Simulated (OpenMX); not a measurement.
The system is C.

```
CELL_PARAMETERS angstrom
2.12732 -1.22828 0.00000
2.12732 1.22828 0.00000
-1.37907 0.00000 3.50283
ATOMIC_POSITIONS crystal
C 0.16664 0.16664 0.99991
C 0.83336 0.83336 0.00009
```

This is a stacking variant of graphite.

- Program: OpenMX 3.8.5
- Task: single point
- Functional: PBE
- Potentials or basis: OpenMX 2013 PBE set, C6.0-s2p2d1, grid cutoff 300 Ry
- k mesh: 13 × 13 × 9
- Occupations: fermi-dirac, width 0.05 eV
- Spin: no spin polarisation

On this cell: pressure 4.7 GPa; largest force 0.015 eV/Å; band gap on the k mesh 0.91 eV, indirect (least direct gap 0.93 eV).

The same run follows on a disturbed copy (atoms moved at random, drawn with an rms of 0.05 Å):

```
C
1.0
     2.12732   -1.22828    0.00000
     2.12732    1.22828    0.00000
    -1.37907    0.00000    3.50283
C
2
Direct
  0.15153 0.18577 0.00207
  0.83768 0.84088 0.00652
```

Problem. What changes?

Solution. The energy moves by +23.2 meV/atom; pressure 5.4 GPa; largest force 2.225 eV/Å; band gap on the k mesh 0.46 eV, direct.

Forces on the atoms (eV/Å):
```
C    0.545 -2.143  0.241
C   -0.549  2.143 -0.243
```

Caveats: an odd mesh through Γ misses points on the zone boundary, where band edges often lie; the basis of atomic orbitals isn't converged, which shifts pressures, moduli and gaps; this functional lacks dispersion, which binds the layers, so the pressure and a relaxed spacing across them are unreliable (some runs).
